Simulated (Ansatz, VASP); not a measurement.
**ZnS (Wurtzite-2H) in VASP and in Ansatz**

```
CELL_PARAMETERS angstrom
3.73848 0.00000 0.00000
-1.86924 3.23762 0.00000
0.00000 0.00000 6.14243
ATOMIC_POSITIONS crystal
Zn 0.33333 0.66667 0.00558
Zn 0.66667 0.33333 0.50558
S 0.33333 0.66667 0.37942
S 0.66667 0.33333 0.87942
```

Alike in both runs: functional LDA; k mesh 7 × 7 × 4; no spin polarisation.

Ansatz relaxed the structure, and its values are those at the end. VASP's run is a single point on that final structure, the one shown.

|  | VASP | Ansatz |
| --- | --- | --- |
| version | VASP 6.6.1 | Ansatz 0.2.0 |
| potentials or method | VASP PAW LDA potentials, release 64 (Zn, S) | plane waves, PAW |
| plane-wave cutoff (eV) | 520 | 420 |
| occupations | gaussian, width 0.01 eV | fixed |
| valence electrons in the cell | 36 | 36 |

```csv
,VASP,Ansatz,Ansatz less VASP
pressure (GPa),0.2,0.0,-0.24
```
